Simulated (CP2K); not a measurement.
Runs of CP2K 2026.2 on ZnS (Wurtzite-2H). All rows change the cell; the cell of one of them follows. It takes space group P6_3mc (No. 186, hexagonal). The conventional cell has a = 3.811 Å, b = 3.811 Å, c = 6.608 Å, α = 90.00°, β = 90.00°, γ = 120.00°. Around Zn (site symmetry 3m) lie 4 S at 2.33 to 2.54 Å. S (site symmetry 3m) is surrounded by 4 Zn at 2.33 to 2.54 Å. 

```csv
cell,gap on the mesh (eV),pressure (GPa),largest force (eV/Å)
strain_c = 0.06,1.87,-0.7,0.42
strain_c = 0,2.21,2.8,-
strain_c = 0.04,(c),0.3,0.42
strain_c = -0.02,2.27,4.4,-
strain_c = 0.02,(b),1.5,(d)
strain_c = -0.04,(a),6.2,0.08
```

Alike in all rows: task single point; level PBE; potentials or basis POTENTIAL_UZH Zn GTH-PBE-q12, S GTH-PBE-q6; TZVP-MOLOPT-PBE-GTH basis; no spin polarisation; k mesh 8 × 8 × 5; smearing fermi-dirac 0.05 eV.

Problem. Estimate the missing entries.

Solution. (a) 2.34; (b) 2.11; (c) 1.99; (d) 0.43.

Caveats: the basis of atomic orbitals isn't converged, which shifts pressures, moduli and gaps; the forces don't sum to zero, a sign of grid noise (some runs); an odd mesh through Γ misses points on the zone boundary, where band edges often lie (some runs).
